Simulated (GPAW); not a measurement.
Input of a GPAW 26.7.0 run:

The input run.py:

```python
from ase.filters import FrechetCellFilter
from ase.io import read, write
from ase.optimize import BFGS
from gpaw import GPAW, PW

atoms = read('Pt.cif')

calc = GPAW(mode=PW(600),
            xc='MGGA_X_R2SCAN+MGGA_C_R2SCAN',
            kpts={'size': (7, 7, 7), 'gamma': True},
            occupations={'name': 'fermi-dirac', 'width': 0.05},
            nbands=17,
            convergence={'density': 1e-06, 'energy': 1e-06, 'eigenstates': 1e-10},
            maxiter=150,
            txt='gpaw.txt')
atoms.calc = calc
opt = BFGS(FrechetCellFilter(atoms), trajectory='relax.traj', logfile='-')
done = opt.run(fmax=0.02, steps=100)
calc.write('gs.gpw')
write('result.traj', atoms)
print('Converged:', done)
print('Cell:', atoms.cell.cellpar().round(4))
print('Volume:', round(atoms.get_volume(), 4))
print(atoms.get_scaled_positions().round(5))
```

File Pt.cif:

```cif
data_Pt
_cell_length_a 2.74345946
_cell_length_b 2.76146098
_cell_length_c 2.72051052
_cell_angle_alpha 109.33533122
_cell_angle_beta 109.58856886
_cell_angle_gamma 109.30231778
_space_group_name_H-M_alt 'P1'
_space_group_name_Hall 'P 1'
_space_group_IT_number 1
loop_
_space_group_symop_operation_xyz
'x,y,z'
loop_
_atom_site_label
_atom_site_type_symbol
_atom_site_symmetry_multiplicity
_atom_site_Wyckoff_symbol
_atom_site_fract_x
_atom_site_fract_y
_atom_site_fract_z
_atom_site_occupancy
Pt1 Pt 1 a 0.0000000000 0.0000000000 0.0000000000 1
```

Potentials or basis: GPAW PAW data sets (gpaw-data 1.2.1), pw.

Command:

```bash
$ OMP_NUM_THREADS=1 python run.py
```

Problem. Predict the space group after relaxing (to 0.05 Å).

Solution. Im-3m (No. 229).

Problem. Estimate the relaxed volume.

Solution. 15.49 Å³/atom.

Problem. Predict the relaxed cell.

Solution. a = 2.721 Å, b = 2.720 Å, c = 2.720 Å, α = 109.42°, β = 109.96°, γ = 109.04°.

Problem. Predict the band gap on the k mesh.

Solution. None (metal or under the smearing width).

Step by step:
| step | energy change (eV) | largest force (eV/Å) | pressure (GPa) | volume (Å³) |
| --- | --- | --- | --- | --- |
| 1 | 0.0000 | 0.0000 | -6.24 | 15.90 |
| 2 | -0.0090 | 0.0000 | 0.15 | 15.49 |
| 3 | -0.0094 | 0.0000 | 0.18 | 15.48 |
| 4 | -0.0097 | 0.0000 | 0.02 | 15.49 |

Caveat: the k mesh is coarse (spacing up to 0.40 Å⁻¹), so the values aren't converged; later steps reuse the first step's grids; the PAW data sets were made with another functional, which shifts forces and pressure a little. Spin-orbit coupling is left out, which matters for the levels of Pt.
